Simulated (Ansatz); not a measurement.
This Hg2Se structure is the end of a relaxation. The cell was found from a structure generator's guess, not taken from experiment.

The calculation used DFT PBE, scalar-relativistic, plane waves, PAW (Ansatz). Cutoff 420 eV, Γ-centred mesh, Gaussian smearing, no spin polarisation.

```cif
data_structure
_symmetry_space_group_name_H-M 'P 1'
_symmetry_Int_Tables_number 1
_cell_length_a 5.3284
_cell_length_b 5.0803
_cell_length_c 4.4323
_cell_angle_alpha 67.735
_cell_angle_beta 61.928
_cell_angle_gamma 50.337
_cell_volume 80.95
loop_
_atom_site_label
_atom_site_type_symbol
_atom_site_fract_x
_atom_site_fract_y
_atom_site_fract_z
_atom_site_occupancy
Hg1 Hg 0.83200 0.83200 0.16800 1
Hg2 Hg 0.16800 0.16800 0.83200 1
Se1 Se 0.50000 0.50000 0.50000 1
```

Energies over the elements count from the elements' standard structures at the same level, with no fitted energy shifts. The references include crystalline Hg.

Problem. Find its symmetry and describe it.

Solution. Fmmm (No. 69). Conventional cell: a = 5.842 Å, b = 6.667 Å, c = 8.313 Å. Hg is surrounded by 1 Se at 2.76 Å, 1 Hg at 2.79 Å, 2 Hg at 3.22 Å, 2 Se at 3.24 Å, 2 Hg at 3.60 Å and 2 Se at 3.61 Å; Se has 2 Hg at 2.76 Å, 4 Hg at 3.24 Å and 4 Hg at 3.61 Å.

Problem. How far does it lie from the elements in energy?

Solution. +0.11 eV/atom. A positive value: parting into the elements would lower its energy.

Problem. Is it a metal?

Solution. Yes, bands cross the Fermi level on the 12×12×12 mesh.

The last run used a 12×12×12 mesh for its 3-atom cell and Gaussian smearing of 0.10 eV. Weakly bound directions are ill-defined at this level, which has no dispersion term. These runs have no spin–orbit coupling, which can matter for Hg. The reference form of Se is held partly by dispersion forces, which this level lacks. A structure relaxed within its symmetry needn't be a true minimum.
